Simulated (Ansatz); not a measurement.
**SrTiO₃: strain energy, fitted**

SrTiO₃, Pm-3m, a = 3.947 Å. The structure is a Materials Project entry; whether it is the stable form wasn't checked. Ansatz: PBE+U, PAW, 420 eV, Γ-centred 8×8×8 mesh on 5 atoms, Gaussian smearing 0.02 eV; U_eff Ti 4.00 eV; no spin polarisation. Series: shear of c along a, cell held, atoms fixed by symmetry; x is the strain in per cent (engineering shear). y is the free energy over the unstrained cell, V0 = 12.299 Å³/atom. Symmetry makes y even in x.

| x (%) | y (meV/atom) |
| --- | --- |
| 0.0 | 0.00 |
| 1.5 | 0.93 |
| 3.0 | 3.77 |
| 4.5 | 8.54 |
| 6.0 | ? |
| 9.0 | 34.36 |

Question: Fit y = c2 x² + c4 x⁴ to the other rows, turn c2 into a modulus, and predict the missing energy.

Answer: Least squares on the rows shown. y = 0.42020 x² + 4.9360×10⁻⁵ x⁴. In eV per unit strain² c2 is 4.202; this is the shear stiffness (E = ½ C V0 γ²): 2 × 4.202 × 160.2 / (12.299) = 109 GPa. At x = 6.0 the fit asked for gives 15.19 meV/atom. The run gave 15.21 meV/atom, so the fit is 0.02 meV/atom too low, within twice the rms miss on the fitted rows (0.01 meV/atom).

Symmetry holds off the tilts and polar distortions that many cubic perovskites undergo.